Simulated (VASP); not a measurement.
Runs of VASP 6.6.1 on AlN. The structure is cubic, space group Fm-3m (No. 225). Conventional cell: a = 4.044 Å, b = 4.044 Å, c = 4.044 Å, α = 90.00°, β = 90.00°, γ = 90.00°. Al (site symmetry m-3m) has 6 N at 2.02 Å as nearest neighbours. N (site symmetry m-3m) has 6 Al at 2.02 Å as nearest neighbours. Measurements of this composition are mostly on another form, of space group No. 186.

```csv
task,level,potentials or basis,cell,target pressure,gap on the mesh (eV),pressure (GPa)
relaxation of cell and atoms,PBEsol,"VASP PAW PBE potentials, release 64 (Al, N)",relaxed,-,(a),0.0
relaxation of cell and atoms,LDA,"VASP PAW LDA potentials, release 64 (Al, N)",relaxed to 14.5 GPa,14.5 GPa,(b),14.5
relaxation of the atoms,PBEsol,"VASP PAW PBE potentials, release 64 (Al, N)",atoms relaxed from: a relaxed cell with its volume scaled by 0.96,-,4.95,11.7
relaxation of the atoms,PBEsol,"VASP PAW PBE potentials, release 64 (Al, N)",atoms relaxed from: a relaxed cell with its volume scaled by 0.94,-,5.02,18.5
relaxation of the atoms,PBEsol,"VASP PAW PBE potentials, release 64 (Al, N)",atoms relaxed from: a relaxed cell with its volume scaled by 0.98,-,4.74,5.6
relaxation of the atoms,PBEsol,"VASP PAW PBE potentials, release 64 (Al, N)",atoms relaxed from: a relaxed cell with its volume scaled by 1.04,-,4.18,-9.6
```

Alike in all rows: no spin polarisation; k mesh 12 × 12 × 12; cutoff (eV) 600; smearing gaussian 0.03 eV.

Question: Estimate the missing entries.

Answer: (a) 4.55; (b) 5.06.

Caveats: the relaxation stopped at its first step, so nothing moved; the PAW data sets were made with another functional, which shifts forces and pressure a little (some runs); the cell is relaxed towards a set pressure, so the enthalpy falls and the energy may rise (some runs).

A k mesh can miss the band edges.
